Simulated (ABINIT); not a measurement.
Input of an ABINIT 10.8.3 (patched build) run:

Contents of run.abi:

```
# Pseudopotentials
pp_dirpath "./"
pseudos "As.GGA_PBE-JTH.xml"

# Structure
acell 5.794879205 5.794879205 4.47 Angstrom
rprim
     0.3149332256    -0.9491138306     0.0000000000
     0.3149332256     0.9491138306     0.0000000000
     0.0000000000     0.0000000000     1.0000000000
ntypat 1
znucl 33
natom 4
typat 1 1 1 1
xred
     0.3900000000     0.6100000000     0.5600000000
     0.8900000000     0.1100000000     0.9400000000
     0.6100000000     0.3900000000     0.4400000000
     0.1100000000     0.8900000000     0.0600000000
chkprim 0
chksymtnons 0
tolsym 1.0e-6

# Plane-wave basis
ecut 15.0
pawecutdg 30.0
pawxcdev 0

# k points
kptopt 1
ngkpt 8 8 6
nshiftk 1
shiftk 0.0 0.0 0.0

# Exchange and correlation
ixc 11

# Bands and occupations
nband 36
occopt 3
tsmear 0.05 eV

# SCF cycle
nstep 100
tolvrs 1.0e-9

# Output
iomode 3
prtwf 0
prtden 0
prteig 0
prtebands 0
enunit 1
```

Potentials or basis: JTH PAW PBE v2.0.

Launch:

```bash
$ abinit run.abi > log 2>&1
```

Question: Predict the largest force.

Answer: 0.133 eV/Å.

Question: What does it give for the band gap on the k mesh?

Answer: 0.07 eV, indirect (least direct gap 0.14 eV).

Question: Estimate the pressure.

Answer: 3.0 GPa.

Stress tensor (GPa, compression positive):
```
3.96 0.00 0.00
0.00 2.90 0.00
0.00 0.00 2.28
```

A k mesh can miss the band edges. Expect the measured gap to be larger: semilocal functionals such as PBE lack the derivative discontinuity.
